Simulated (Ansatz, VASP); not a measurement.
## Two plane-wave programs on AlN

Contents of INCAR:

```
SYSTEM = AlN
ALGO = Normal
EDIFF = 1E-7
ENCUT = 520
GGA = CA
ISIF = 2
ISMEAR = 0
LASPH = .True.
LCHARG = .True.
LELF = .True.
LREAL = .False.
LVHAR = .True.
LWAVE = .False.
NBANDS = 16
NELM = 100
PREC = Accurate
SIGMA = 0.05
```

KPOINTS

```
k-points
0
Gamma
  9 9 6
  0 0 0
```

POSCAR

```
AlN
1.0
    3.0886152983      0.0000000000      0.0000000000
   -1.5443076491      2.6748193108      0.0000000000
    0.0000000000      0.0000000000      4.9435842660
Al N
2 2
Direct
    0.3333333333      0.6666666667      0.0015210172
    0.6666666667      0.3333333333      0.5015210172
    0.3333333333      0.6666666667      0.3834789828
    0.6666666667      0.3333333333      0.8834789828
```

Input for Ansatz:

```yaml
crystal:
  lattice:
    - [3.0886152929, 0.0, 0.0]
    - [-1.5443076465, 2.6748193062, 0.0]
    - [0.0, 0.0, 4.9435842906]
  atoms:
    - { symbol: Al, position: [0.3333333333, 0.6666666667, 0.0015210182] }
    - { symbol: Al, position: [0.6666666667, 0.3333333333, 0.5015210182] }
    - { symbol: "N", position: [0.3333333333, 0.6666666667, 0.3834789818] }
    - { symbol: "N", position: [0.6666666667, 0.3333333333, 0.8834789818] }
basis:
  ecutwfc: 520.0
kpoints:
  mp_grid: { grid: [9, 9, 6] }
hamiltonian:
  xc: lda
  pseudopotentials: { kind: paw, azcp: { folder: soft_1 } }
scf:
  occupations: { method: gaussian, width: 0.05 }
output:
  forces: true
  stress: true
  eigenvalues: true
```

Alike in both runs: task single point; functional LDA; k mesh 9 × 9 × 6; occupations gaussian, width 0.05 eV; no spin polarisation.

|  | VASP | Ansatz |
| --- | --- | --- |
| version | VASP 6.6.1 | Ansatz 0.2.0 |
| potentials or method | VASP PAW LDA potentials, release 64 (Al, N) | scalar-relativistic, plane waves, PAW |
| plane-wave cutoff (eV) | 520 | 520 |
| valence electrons in the cell | 16 | 16 |

VASP gave:

| Property | Result |
| --- | --- |
| gap on the k mesh at the Fermi level (eV) | 4.42 |
| least direct gap on the mesh (eV) | 4.42 |
| pressure (GPa) | 0.6 |

Problem. Estimate Ansatz's values.

Solution. gap on the k mesh at the Fermi level (eV): 4.42; least direct gap on the mesh (eV): 4.42; pressure (GPa): 0.0.

Ansatz warned: «pseudo_functional_mismatch».

Caveats: an odd mesh through Γ misses points on the zone boundary, where band edges often lie.
